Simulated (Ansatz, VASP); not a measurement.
## TePb: programs and potentials compared

The starting cell:

```
CELL_PARAMETERS angstrom
0.00000 3.23100 3.23100
3.23100 0.00000 3.23100
3.23100 3.23100 0.00000
ATOMIC_POSITIONS crystal
Pb 0.00000 0.00000 0.00000
Te 0.50000 0.50000 0.50000
```

Alike in all runs: task relaxation of cell and atoms; functional revPBE; k mesh 7 × 7 × 7; occupations fermi-dirac, width 0.05 eV; no spin polarisation; no spin-orbit coupling.

```json
{"program and potentials": "Ansatz, Ansatz PAW", "plane-wave cutoff (eV)": "420", "notes": "potentials made for PBE, which Ansatz adapts in part; 15 valence electrons an atom on average", "equilibrium volume (Å³/atom)": "36.43"}
{"program and potentials": "Ansatz, all-electron LAPW, scalar-relativistic", "plane-wave cutoff (eV)": "-", "notes": "-", "equilibrium volume (Å³/atom)": "36.44"}
{"program and potentials": "VASP, PBE PAW files Pb_d, Te, 600 eV", "plane-wave cutoff (eV)": "600", "notes": "potentials made for PBE; 10 valence electrons an atom on average", "equilibrium volume (Å³/atom)": "36.38"}
```

The equilibrium volume spans 36.38 (VASP, PBE PAW files Pb_d, Te, 600 eV) to 36.44 Å³/atom (Ansatz, all-electron LAPW, scalar-relativistic), with all-electron results at 36.44. Some sets were made for another functional than the one run, which can shift their rows. Relaxations stop with a little pressure left, so the last digit of a volume isn't settled.

Differences between rows come from potentials, basis sets and numerical settings, since the functional is the same but for its coding. Runs on potential files found faulty are left out.
